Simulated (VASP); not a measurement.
The system is Cu2O (Cuprite).

```
Cu O
1.0
     4.26000    0.00000    0.00000
     0.00000    4.26000    0.00000
     0.00000    0.00000    4.26000
Cu O
4 2
Cartesian
  3.1950 1.0650 3.1950
  3.1950 3.1950 1.0650
  1.0650 3.1950 3.1950
  1.0650 1.0650 1.0650
  2.1300 2.1300 2.1300
  0.0000 0.0000 0.0000
```

Base run:

* Program: VASP 6.6.1
* Functional: rSCAN
* Potentials or basis: VASP PAW PBE potentials, release 64 (Cu, O)
* Cutoff: 520 eV
* k mesh: 6 × 6 × 6
* Occupations: fermi-dirac, width 0.05 eV
* Spin: no spin polarisation

Its results: band gap on the k mesh 0.75 eV, direct; pressure -0.2 GPa.

**Question.** After a change of settings the same cell gave: band gap on the k mesh 0.79 eV, direct; pressure -1.5 GPa. Which change was it?
A. functional from rSCAN to SCAN
B. functional from rSCAN to r2SCAN; further incar settings from ALGO = Normal; EDIFF = 1e-06 to ALGO = Normal; EDIFF = 1e-07; NBANDS = 37
C. functional from rSCAN to TPSS

**Answer.** A.

Caveats: the PAW data sets were made with another functional, which shifts forces and pressure a little.

Runs at the PBE level aren't shown here.
